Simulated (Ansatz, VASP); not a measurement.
# Two plane-wave programs on MnO3

The input run.py:

```python
from ase import Atoms
from ase.calculators.vasp import Vasp
from ase.dft.bandgap import bandgap

atoms = Atoms(
    ['Mn', 'Mn', 'O', 'O', 'O', 'O', 'O', 'O'],
    cell=[[-2.844543, 3.138173, 2.6064], [2.844543, -3.138173, 2.6064], [2.844543, 3.138173, -2.6064]],
    scaled_positions=[[0.0, 0.0, 0.0], [0.5, 0.0, 0.5], [0.890673, 0.5, 0.890673], [0.109327, 0.0, 0.609327], [0.890673, 0.0, 0.390673], [0.109327, 0.5, 0.109327], [0.433951, 0.183951, 0.25], [0.566049, 0.816049, 0.75]],
    pbc=True,
)
atoms.set_initial_magnetic_moments([4.0, 4.0, 0.0, 0.0, 0.0, 0.0, 0.0, 0.0])
calc = Vasp(
    directory='calc',
    xc='pbe',
    pp='PBE',
    setups='materialsproject',
    prec='Accurate',
    encut=520,
    ediff=1e-06,
    ismear=0,
    sigma=0.02,
    lreal=False,
    lasph=True,
    nelm=120,
    algo='Normal',
    isif=2,
    lwave=False,
    lcharg=False,
    ispin=2,
    lorbit=11,
    lmaxmix=4,
    kpts=[7, 7, 7],
    gamma=True,
    nbands=45,
)
atoms.calc = calc

print('energy (eV):', atoms.get_potential_energy())
print('free energy (eV):', atoms.get_potential_energy(force_consistent=True))
print('forces (eV/A):')
print(atoms.get_forces())
print('stress (eV/A^3, Voigt):', atoms.get_stress())
print('Fermi level (eV):', calc.get_fermi_level())
print('moment (muB):', atoms.get_magnetic_moment())
print('site moments (muB):', atoms.get_magnetic_moments())
gap, top, bottom = bandgap(calc)
print('band gap (eV):', gap, 'from (spin, k, band)', top, 'to', bottom)
```

File input.yaml:

```yaml
crystal:
  lattice:
    - [-2.844543, 3.138173, 2.6064]
    - [2.844543, -3.138173, 2.6064]
    - [2.844543, 3.138173, -2.6064]
  atoms:
    - { symbol: Mn, position: [0.0, 0.0, 0.0], spin: 4.0 }
    - { symbol: Mn, position: [0.5, 0.0, 0.5], spin: 4.0 }
    - { symbol: O, position: [0.890673, 0.5, 0.890673] }
    - { symbol: O, position: [0.109327, 0.0, 0.609327] }
    - { symbol: O, position: [0.890673, 0.0, 0.390673] }
    - { symbol: O, position: [0.109327, 0.5, 0.109327] }
    - { symbol: O, position: [0.433951, 0.183951, 0.25] }
    - { symbol: O, position: [0.566049, 0.816049, 0.75] }
hamiltonian:
  xc: pbe
  pseudopotentials: { kind: paw }
magnetization:
  spin_polarized: true
kpoints:
  mp_grid: { grid: [7, 7, 7] }
scf:
  occupations: { method: gaussian, width: 0.02 }
output:
  forces: true
  stress: true
  eigenvalues: true
```

The cell comes from a database or a generator and needn't be the stable form of this composition.

Alike in both runs: task single point; functional PBE; k mesh 7 × 7 × 7; occupations gaussian, width 0.02 eV; collinear spin, ferromagnetic start.

|  | VASP | Ansatz |
| --- | --- | --- |
| version | VASP 6.6.1 | Ansatz 0.2.0 |
| potentials or method | VASP PAW PBE potentials, release 64 (Mn_pv, O) | Ansatz PAW |
| plane-wave cutoff (eV) | 520 | 420 |
| valence electrons in the cell | 62 | 66 |

|  | VASP | Ansatz | Ansatz less VASP |
| --- | --- | --- | --- |
| gap on the k mesh at the Fermi level (eV) | none | none | - |
| pressure (GPa) | -7.6 | -8.4 | -0.85 |
| largest component of the traceless stress (GPa) | 2.29 | 3.16 | +0.870 |
| rms of the force components (eV/Å) | 0.432 | 0.387 | -0.0449 |
| net moment per atom (μB) | 0.75 | 0.75 | 0.000 |
| size of the moment on the site where the two differ most (μB) | 3.21 | 2.74 | -0.461 |

Site moments also hang on the region over which each program counts them. Atom by atom the forces differ by 0.101 eV/Å (rms over components). A gap of «none» marks a metal or a gap that the smearing closes. The two sets of potentials don't hold the same shells in valence.

Caveats: semilocal functionals often make such compounds metallic where correlation or magnetic order opens a gap, which also shifts bond lengths; only a ferromagnetic start was run, and an antiferromagnetic order may lie lower in energy; the pressure holds a Pulay correction of +0.8 GPa for the finite cutoff (Ansatz); forces of over 1 eV/Å show positions far from the minimum, so gaps and moduli don't describe the material at rest (Ansatz). With open d or f shells a metallic result of PBE can be an artefact of self-interaction; +U or a hybrid may open a gap.
